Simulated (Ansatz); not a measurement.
## Effect of 2 layers on AlSb

The parent structure is AlSb in the zinc blende structure (space group F-43m, No. 216; a = 6.226 Å). Axes: x, y, z lie along the cube axes.

Perturbation: a free-standing slab of 2 layers (4 atoms, 2 a layer) is cut normal to [110], with 15 Å of vacuum and the in-plane cell held at bulk.

Method: PBE, PAW, 420 eV (Ansatz, an electronic-structure program; without spin-orbit coupling), earlier PAW set. Γ-centred 11×8×1 mesh, Fermi–Dirac width 0.05 eV, for the changed cell.

| quantity | base | changed | shift |
|---|---|---|---|
| layer's space group (with vacuum) | – | Pmn2_1 (No. 31) | – |
| shortest interatomic distance | 2.696 Å | 2.637 Å | -0.059 Å |
| band gap | 1.24 eV | 1.45 eV | +0.21 eV |
| gap character | – | indirect, Γ → k = (0.455, 0, 0) in the run's primitive reciprocal basis | – |
| smallest direct gap | 1.28 eV | 1.59 eV | +0.31 eV |
| valence-band top at Γ (three highest levels, from the VBM) | 0.00, 0.00, 0.00 eV | 0.00, -0.80, -1.15 eV | – |
| excess energy per area of both faces (slab less bulk energy over the cell's area: twice a surface energy) | – | 0.90 J/m² | – |

Cost of the whole job for the changed cell (relaxation, final SCF and bands): very roughly 90 core-seconds.

The excess energy carries the mismatch between the slab's and the bulk's meshes. With Sb present, leaving out spin-orbit coupling can change the band edges. Whether these cells are dynamically stable was not tested. Labels are those of the standard path for the cell's own space group.
